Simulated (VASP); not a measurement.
Input of a VASP 6.6.1 run:

The input INCAR:

```
SYSTEM = NiO
PREC     = Accurate       ! precision mode
ENCUT    = 520            ! plane-wave cutoff, eV
EDIFF    = 1E-6           ! SCF threshold, eV
ISMEAR   = 0              ! smearing method
SIGMA    = 0.05           ! smearing width, eV
LREAL    = .FALSE.        ! projectors in reciprocal space
LASPH    = .TRUE.         ! aspherical terms in the spheres
NELM     = 150            ! most SCF steps
ALGO     = Normal         ! electronic algorithm
ISIF     = 2              ! what is computed and relaxed
LWAVE    = .FALSE.        ! write WAVECAR
LCHARG   = .FALSE.        ! write CHGCAR
ISPIN    = 2              ! spin polarisation
MAGMOM   = 1 0            ! initial moments
LORBIT   = 11             ! projections on sites
NUPDOWN  = 2              ! fixed moment
LMAXMIX  = 4              ! l up to which the mixer works
LDAU     = .TRUE.         ! DFT+U
LDAUTYPE = 2            
LDAUL    = 2 -1           ! shell
LDAUU    = 4 0            ! U, eV
LDAUJ    = 0 0          
LDAUPRINT= 1
```

File KPOINTS:

```
Automatic mesh
0
G
  8 8 7
  0 0 0
```

File POSCAR:

```
NiO
1.0
    2.7830607900      0.0000000000      0.0000000000
   -1.3915303900      2.4102013400      0.0000000000
    0.0000000000      0.0000000000      2.7161294400
Ni O
1 1
Direct
    0.0000000000      0.0000000000      0.0000000000
    0.6666666667      0.3333333333      0.5000000000
```

Potentials or basis: VASP PAW LDA potentials, release 64 (Ni, O).

Run with:

```bash
$ cat potpaw_LDA.64/Ni/POTCAR potpaw_LDA.64/O/POTCAR > POTCAR
$ mpirun -np 1 vasp_std > vasp.out
```

Predict the pressure.

-13.4 GPa.

Eigenvalues of the final occupation matrices:
| site | spin | trace | eigenvalues |
| --- | --- | --- | --- |
| site 1 d | 1 | 4.96 | 0.98 0.98 0.98 1.01 1.01 |
| site 1 d | 2 | 3.34 | 0.23 0.23 0.96 0.96 0.97 |

Caveat: the total moment is fixed, so each spin has its own Fermi level; a cell with one magnetic atom can't hold antiferromagnetic order, which such compounds often take. The state reached can hang on the start; a lower one may exist.
